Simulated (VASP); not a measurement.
# InP (F-43m) in VASP: further runs, part 2 of 3

VASP 6.6.1. Earlier steps stand in the parts before.

## Step 3: Single point, BLYP+D3(BJ) (volume scaled by 0.98)

File INCAR:

```
SYSTEM = InP
  PREC = Accurate
  ENCUT = 520
  EDIFF = 1E-6
  ISMEAR = 0
  SIGMA = 0.05
  LREAL = .False.
  LASPH = .True.
  NELM = 80
  ALGO = Normal
  ISIF = 2
  LWAVE = .False.
  LCHARG = .True.
  GGA = B5
  ALDAX = 1.0
  AGGAX = 1.0
  AGGAC = 1.0
  ALDAC = 0.0
  IVDW = 12
  VDW_S6 = 1.0
  VDW_S8 = 2.6996
  VDW_A1 = 0.4298
  VDW_A2 = 4.2359
  LELF = .True.
  LVHAR = .True.
  NBANDS = 16
```

File KPOINTS:

```
regular mesh
0
Gamma
  8 8 8
  0 0 0
```

File POSCAR:

```
InP
1.0
    0.0000000000      2.9342709484      2.9342709484
    2.9342709484      0.0000000000      2.9342709484
    2.9342709484      2.9342709484      0.0000000000
In P
1 1
Direct
    0.0000000000      0.0000000000      0.0000000000
    0.7500000000      0.7500000000      0.7500000000
```

Potentials or basis: VASP PAW PBE potentials, release 64 (In_d, P).

The run is started by

```sh
$ cat potpaw_PBE.64/In_d/POTCAR potpaw_PBE.64/P/POTCAR > POTCAR
$ mpirun -np 1 vasp_std > vasp.out
```

OUTCAR:

```text
SYSTEM = InP
   PREC = Accurate
   ENCUT = 520
   EDIFF = 1E-6
   ISMEAR = 0
   LREAL = .False.
   LASPH = .True.
   NELM = 80
   ISIF = 2
   GGA = B5
   IVDW = 12
 IVDW          = 12

 ion  position               nearest neighbor table
   1  0.000  0.000  0.000-   2 2.54   2 2.54   2 2.54   2 2.54
   2  0.750  0.750  0.750-   1 2.54   1 2.54   1 2.54   1 2.54

  LATTYP: Found a face centered cubic cell.
 ALAT       =     5.8685418968

  Lattice vectors:

 A1 = (   0.0000000000,   2.9342709484,   2.9342709484)
 A2 = (   2.9342709484,   0.0000000000,   2.9342709484)
 A3 = (   2.9342709484,   2.9342709484,   0.0000000000)

Analysis of symmetry for initial positions (statically):
=====================================================================
 Subroutine PRICEL returns:
 Original cell was already a primitive cell.

 Routine SETGRP: Setting up the symmetry group for a
 face centered cubic supercell.

 Subroutine GETGRP returns: Found 24 space group operations
 (whereof 24 operations were pure point group operations)
 out of a pool of 48 trial point group operations.

The static configuration has the point symmetry T_d .

Analysis of symmetry for dynamics (positions and initial velocities):
=====================================================================
 Subroutine PRICEL returns:
 Original cell was already a primitive cell.

 Routine SETGRP: Setting up the symmetry group for a
 face centered cubic supercell.

 Subroutine GETGRP returns: Found 24 space group operations
 (whereof 24 operations were pure point group operations)
 out of a pool of 48 trial point group operations.

The dynamic configuration has the point symmetry T_d .

 Subroutine INISYM returns: Found 24 space group operations
 (whereof 24 operations are pure point group operations),
 and found     1 'primitive' translations

----------------------------------------------------------------------------------------

                                     Primitive cell

  volume of cell :      50.5278

  direct lattice vectors                    reciprocal lattice vectors
     0.000000000  2.934270948  2.934270948    -0.170400079  0.170400079  0.170400079
     2.934270948  0.000000000  2.934270948     0.170400079 -0.170400079  0.170400079
     2.934270948  2.934270948  0.000000000     0.170400079  0.170400079 -0.170400079

  length of vectors
     4.149685771  4.149685771  4.149685771     0.295141594  0.295141594  0.295141594

  position of ions in fractional coordinates (direct lattice)
     0.000000000  0.000000000  0.000000000
     0.750000000  0.750000000  0.750000000

  ion indices of the primitive-cell ions
   primitive index   ion index
                 1           1
                 2           2

----------------------------------------------------------------------------------------

 KPOINTS: regular mesh

Automatic generation of k-mesh.
 Grid dimensions read from file:
 generate k-points for:    8    8    8

 Generating k-lattice:

  Cartesian coordinates                     Fractional coordinates (reciprocal lattice)
    -0.021300010  0.021300010  0.021300010     0.125000000  0.000000000  0.000000000
     0.021300010 -0.021300010  0.021300010     0.000000000  0.125000000  0.000000000
     0.021300010  0.021300010 -0.021300010     0.000000000  0.000000000  0.125000000

  Length of vectors
     0.036892699  0.036892699  0.036892699

  Shift w.r.t. Gamma in fractional coordinates (k-lattice)
     0.000000000  0.000000000  0.000000000

 Subroutine IBZKPT returns following result:
 ===========================================

 Found     29 irreducible k-points:

 Following reciprocal coordinates:
            Coordinates               Weight
  0.000000  0.000000  0.000000      1.000000
  0.125000  0.000000  0.000000      8.000000
  0.250000  0.000000  0.000000      8.000000
  0.375000  0.000000  0.000000      8.000000
  0.500000  0.000000  0.000000      4.000000
  0.125000  0.125000  0.000000      6.000000
[... 16 lines left out ...]
  0.500000  0.250000  0.125000     48.000000
 -0.375000  0.250000  0.125000     24.000000
 [... further k-points ...]
   k-points           NKPTS =     29   k-points in BZ     NKDIM =     29   number of bands    NBANDS=     16
   number of dos      NEDOS =    301   number of ions     NIONS =      2
   total plane-waves  NPLWV =  32768
   dimension x,y,z NGX =    32 NGY =   32 NGZ =   32
   dimension x,y,z NGXF=    64 NGYF=   64 NGZF=   64
   ions per type =               1   1
   NGX,Y,Z   is equivalent  to a cutoff of  12.82, 12.82, 12.82 a.u.
   NGXF,Y,Z  is equivalent  to a cutoff of  25.64, 25.64, 25.64 a.u.
 SYSTEM =  InP
   PREC   = accura    normal or accurate (medium, high low for compatibility)
   ISTART =      0    job   : 0-new  1-cont  2-samecut
   ICHARG =      2    charge: 1-file 2-atom 10-const
   ISPIN  =      1    spin polarized calculation?
   LNONCOLLINEAR =      F non collinear calculations
   LSORBIT =      F    spin-orbit coupling
   LASPH  =      T    aspherical Exc in radial PAW
   ENCUT  =  520.0 eV  38.22 Ry    6.18 a.u.   7.72  7.72  7.72*2*pi/ulx,y,z
   NELM   =     80;   NELMIN=  2; NELMDL= -5     # of ELM steps
   EDIFF  = 0.1E-05   stopping-criterion for ELM
   LREAL  =      F    real-space projection
   EDIFFG = 0.1E-04   stopping-criterion for IOM
   NSW    =      0    number of steps for IOM
   IBRION =     -1    ionic relax: 0-MD 1-quasi-New 2-CG
   NFREE  =      0    steps in history (QN), initial steepest desc. (CG)
   ISIF   =      2    stress and relaxation
   ISYM   =      2    0-nonsym 1-usesym 2-fastsym
   POTIM  = 0.5000    time-step for ionic-motion
   TEBEG  =    0.0;   TEEND  =   0.0 temperature during run
   PSTRESS=    0.0 pullay stress
   NELECT =      18.0000    total number of electrons
   NUPDOWN=      -1.0000    fix difference up-down
   EMIN   =  10.00;   EMAX   =-10.00  energy-range for DOS
   EFERMI =   0.00;   METHOD = LEGACY
   ISMEAR =     0;   SIGMA  =   0.05  broadening in eV -4-tet -1-fermi 0-gaus
   EFERMI_NEDOS =   21; number of points for ismear=-14 and -15
   IALGO  =     38    algorithm
   IMIX   =      4    mixing-type and parameters
     AMIX     =   0.40;   BMIX     =  1.00
     AMIX_MAG =   1.60;   BMIX_MAG =  1.00
  volume/ion in A,a.u.               =      25.26       170.49
  Fermi-wavevector in a.u.,A,eV,Ry     =   1.160528  2.193079 18.324656  1.346824
  Thomas-Fermi vector in A             =   2.297109
   LORBIT       =      0    0 simple, 1 ext, 2 COOP (PROOUT), +10 PAW based schemes
   GGA     = B5    functional components
   LHFCALC =     F    Hartree Fock is set to
   AEXX    =    0.0000 exact exchange contribution
   IVDW    =    12    specifies the selected vdW correction
   LEPSILON=     F    determine dielectric tensor
   LRPA    =     F    only Hartree local field effects (RPA)
 non-spin polarized calculation
 Gauss-broadening in eV      SIGMA  =   0.05
  energy-cutoff  :      520.00
  volume of cell :       50.53
 maximum number of plane-waves:      1380
   NGX = 15   NGY = 15   NGZ = 15

 number of electron      18.0000006 magnetization

 Free energy of the ion-electron system (eV)
  ---------------------------------------------------
  ext. energy  EPLUGINS =         0.00000000
  ---------------------------------------------------
  free energy    TOTEN  =        -7.06378952 eV

  energy without entropy =       -7.06378952  energy(sigma->0) =       -7.06378952

 E-fermi :   5.8495     XC(G=0):  -8.7000

 val. band max:        5.5748783268   @ k =   0.0000   0.0000   0.0000
 cond. band min:       6.1801818673   @ k =   0.0000   0.0000   0.0000
 fundamental gap:      0.6053035405
 Fermi energy:         5.8495342956

 k-point     1 :       0.0000    0.0000    0.0000
  band No.  band energies     occupation
      1      -8.6444      2.00000
      2      -8.6444      2.00000
      3      -8.6444      2.00000
      4      -8.4924      2.00000
      5      -8.4924      2.00000
      6      -5.9143      2.00000
[... 8 lines left out ...]
     15      15.1463      0.00000
     16      15.1463      0.00000
[... 419 lines left out ...]
 k-point    24 :      -0.3750    0.2500    0.1250
  band No.  band energies     occupation
      1      -8.7741      2.00000
      2      -8.5966      2.00000
      3      -8.5770      2.00000
      4      -8.4978      2.00000
      5      -8.4798      2.00000
      6      -3.9118      2.00000
[... 8 lines left out ...]
     15      16.4126      0.00000
     16      16.9748      0.00000

 [... further k-points ...]

------------------------ aborting loop because EDIFF is reached ----------------------------------------

 Edisp (eV)   -1.42473

 E8    (eV) :    -1.0554

  FORCE on cell =-STRESS in cart. coord.  units (eV):
  Direction    XX          YY          ZZ          XY          YZ          ZX
  --------------------------------------------------------------------------------------
  -------------------------------------------------------------------------------------
  Total       0.42379     0.42379     0.42379    -0.00000     0.00000     0.00000
  in kB      13.43786    13.43786    13.43786    -0.00000     0.00000     0.00000
  external pressure =       13.44 kB  Pullay stress =        0.00 kB

 VOLUME and BASIS-vectors are now :
 -----------------------------------------------------------------------------
  energy-cutoff  :      520.00
  volume of cell :       50.53
      direct lattice vectors                 reciprocal lattice vectors
     0.000000000  2.934270948  2.934270948    -0.170400079  0.170400079  0.170400079
     2.934270948  0.000000000  2.934270948     0.170400079 -0.170400079  0.170400079
     2.934270948  2.934270948  0.000000000     0.170400079  0.170400079 -0.170400079

 POSITION                                       TOTAL-FORCE (eV/Angst)
 -----------------------------------------------------------------------------------
      0.00000      0.00000      0.00000         0.000000      0.000000      0.000000
      4.40141      4.40141      4.40141        -0.000000     -0.000000     -0.000000
 -----------------------------------------------------------------------------------
    total drift:                                0.000000      0.000000      0.000000

  FREE ENERGIE OF THE ION-ELECTRON SYSTEM (eV)
  ---------------------------------------------------
  free  energy   TOTEN  =        -8.4885215663 eV

  energy  without entropy=       -8.4885215663  energy(sigma->0) =       -8.48852157
```

OSZICAR:

```text
N       E                     dE             d eps       ncg     rms          rms(c)
DAV:   1     0.115914358496E+03    0.11591E+03   -0.85008E+03   928   0.124E+03
DAV:   2     0.812446971066E+00   -0.11510E+03   -0.11078E+03  1024   0.302E+02
DAV:   3    -0.737343147566E+01   -0.81859E+01   -0.81435E+01  1224   0.784E+01
DAV:   4    -0.759685785882E+01   -0.22343E+00   -0.22336E+00  1192   0.139E+01
DAV:   5    -0.760873506194E+01   -0.11877E-01   -0.11877E-01  1384   0.274E+00    0.542E+00
DAV:   6    -0.709118071213E+01    0.51755E+00   -0.89030E-01  1496   0.154E+01    0.304E+00
DAV:   7    -0.706363608328E+01    0.27545E-01   -0.19495E-01  1328   0.333E+00    0.118E+00
DAV:   8    -0.706334006634E+01    0.29602E-03   -0.16455E-02  1144   0.151E+00    0.390E-01
DAV:   9    -0.706371110089E+01   -0.37103E-03   -0.16800E-03  1240   0.509E-01    0.218E-01
DAV:  10    -0.706376669894E+01   -0.55598E-04   -0.20304E-04  1400   0.137E-01    0.125E-01
DAV:  11    -0.706378804649E+01   -0.21348E-04   -0.64761E-05  1104   0.100E-01    0.891E-02
DAV:  12    -0.706378954129E+01   -0.14948E-05   -0.10115E-05  1032   0.288E-02    0.128E-02
DAV:  13    -0.706378952324E+01    0.18050E-07   -0.65465E-07  1048   0.441E-03
   1 F= -.84885216E+01 E0= -.84885216E+01  d E =-.129915E-16
```

Run time: 58 s. Hardware: 1 thread of AMD EPYC 7R13, shared host; peak memory 0.16 GiB.

What came out:

```
Free energy                : -8.4885 eV
Pressure                   : 1.3 GPa
Band gap on the k mesh     : 0.61 eV, direct
Dispersion energy per atom : -0.712 eV
```

Caveat: the cell differs from its parent crystal (volume scaled by 0.98); the PAW data sets were made with another functional, which shifts forces and pressure a little; spin-orbit coupling is left out, which moves the levels of the heavy elements.

## Step 4: Single point, PBE+D4

This run uses another cell than the first one, of 25.17 Å³/atom, 0.990 times its volume.

File INCAR:

```
PREC = Accurate
ENCUT = 520
EDIFF = 1E-6
ISMEAR = 0
SIGMA = 0.05
LREAL = False
LASPH = True
NELM = 60
ALGO = Normal
ISIF = 2
LWAVE = False
LCHARG = False
GGA = PE
IVDW = 13
NBANDS = 16
```

File KPOINTS:

```
regular mesh
0
Gamma
  8 8 8
```

File POSCAR:

```
InP
1.0
    0.0000000000      2.9305005221      2.9305005221
    2.9305005221      0.0000000000      2.9305005221
    2.9305005221      2.9305005221      0.0000000000
In P
1 1
Direct
    0.0000000000      0.0000000000      0.0000000000
    0.7500000000      0.7500000000      0.7500000000
```

The run is started by

```sh
$ cat potpaw_PBE.64/In_d/POTCAR potpaw_PBE.64/P/POTCAR > POTCAR
$ mpirun -np 1 vasp_std > vasp.out
```

It took 30 s on 1 thread of AMD EPYC 7R13, shared host; peak memory 0.15 GiB.

It converged, with:

* Free energy: -9.0549 eV
* Pressure: 1.0 GPa
* Band gap on the k mesh: 0.71 eV, direct
* Dispersion energy per atom: -0.337 eV

Levels at points of the mesh, in eV from the valence-band top:
```tsv
k point	band 5	band 6	band 7	band 8	band 9	band 10	band 11	band 12	band 13	band 14
(0.00, 0.00, 0.00)	-14.03	-11.52	0.00	0.00	0.00	0.71	4.09	4.09	4.09	8.58
(0.50, 0.00, 0.00)	-14.02	-9.79	-5.73	-0.97	-0.97	1.50	4.81	4.81	7.10	9.48
(0.50, 0.50, 0.00)	-14.00	-9.14	-5.75	-2.32	-2.32	1.76	2.27	9.21	9.60	9.60
```

Caveat: spin-orbit coupling is left out, which moves the levels of the heavy elements.

(Continued in part 3 of 3.)
